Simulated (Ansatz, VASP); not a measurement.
# Au in VASP and in Ansatz

```
Au
1.0
     0.00000    3.04672    3.04672
     3.04672    0.00000    3.04672
     3.04672    3.04672    0.00000
Au
2
Direct
  0.12500 0.12500 0.12500
  0.87500 0.87500 0.87500
```

Alike in both runs: task single point; functional RPBE; k mesh 10 × 10 × 10; occupations fermi-dirac, width 0.1 eV; no spin polarisation.

```csv
,VASP,Ansatz
version,VASP 6.6.1,Ansatz 0.2.0
potentials or method,"VASP PAW PBE potentials, release 64 (Au)","plane waves (420 eV) with PAW, scalar-relativistic"
plane-wave cutoff (eV),520,420
valence electrons in the cell,22,38
```

```tsv
	VASP	Ansatz	Ansatz less VASP
pressure (GPa)	4.3	4.4	+0.11
```

With one functional, cell and mesh, what is left measures potentials, basis and numerics. The two sets of potentials don't hold the same shells in valence.

Caveats: the PAW data sets were made with another functional, which shifts forces and pressure a little (VASP). Spin-orbit coupling is left out, which matters for the levels of Au.
